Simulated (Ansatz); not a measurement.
Si under changes of volume

One of the cells (20.165 Å³/atom); the others are scaled copies at fixed shape and fractional positions:

```
Si
1.0
     0.00000    2.72185    2.72185
     2.72185    0.00000    2.72185
     2.72185    2.72185    0.00000
Si
2
Cartesian
  2.7219 2.7219 2.7219
  4.0828 4.0828 4.0828
```

```yaml
Program: Ansatz 0.2.0
Functional: HSEsol
Potentials_or_basis: Ansatz PAW
Cutoff: "420 eV (not typed: the program's choice for these potentials)"
k_mesh: 4 × 4 × 4
Occupations: fermi-dirac, width 0.05 eV
Spin: no spin polarisation
```

```csv
volume (Å³/atom),energy over the lowest point (meV/atom),pressure (GPa),gap on the mesh (eV)
18.955,18.09,6.0,1.12
19.358,6.18,3.5,1.17
19.761,?,?,?
20.165,0.00,-0.9,1.25
20.568,4.59,-2.7,1.28
20.971,13.67,-4.4,1.32
21.375,26.73,-5.9,1.35
```

Question: What does the run at 19.761 Å³/atom give?

Answer: Energy over the lowest point 0.36 meV/atom; pressure 1.2 GPa; gap on the mesh 1.21 eV.

Worked out: A Birch-Murnaghan fit of order 3 (a polynomial in V^(-2/3)) to the other rows has its minimum at 19.99 Å³/atom with B0 = V·E''(V) = 102 GPa and B' = 4.2. It gives 0.34 meV/atom at 19.761 Å³/atom, against the run's 0.36, and -dE/dV = 1.2 GPa, against 1.2. A straight line through the other rows of the gap, of slope 1.9 eV per unit of ln V, gives 1.21 eV, against the run's 1.21.

Energies are extrapolated to zero smearing.

Caveats: all runs use coarse meshes; the PAW data sets come from PBE, with cores solved anew for the run's functional, which leaves a small shift of forces and pressure; the thresholds are loose for stress.

A mesh can miss the band edges.
